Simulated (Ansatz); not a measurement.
Cu Kα1 powder pattern (kinematic, no thermal factors).
2θ (°) (relative intensity): 27.69 (31), 29.71 (91), 32.87 (2), 41.06 (100), 52.73 (26), 57.19 (7), 60.59 (21), 61.70 (11), 65.77 (19), 68.93 (20), 81.52 (14), 85.44 (9), 89.09 (9)

The pattern is computed from a structure relaxed with DFT PBE, scalar-relativistic, plane waves, PAW in Ansatz. No spin polarisation. Its elements are O, Sn.

Q: Give the structure.

A: SnO.
Space group P6_3/mmc (No. 194). a = 3.469 Å, b = 3.469 Å, c = 6.438 Å, α = 90.00°, β = 90.00°, γ = 120.00°
```json
{"atom": "Sn", "site": "2a", "symmetry": "-3m.", "x": "0.0000", "y": "0.0000", "z": "0.0000"}
{"atom": "O", "site": "2d", "symmetry": "-6m2", "x": "0.3333", "y": "0.6667", "z": "0.7500"}
```

A pattern alone doesn't exclude other cells with like lines; this is the one computed.

Another cell of SnO relaxed alike, in P6_3/mmc, lies 38 meV/atom lower, so this cell isn't the stable form at this level.

It was reached by relaxing an invented guess, and it needn't be the stable form of this composition.
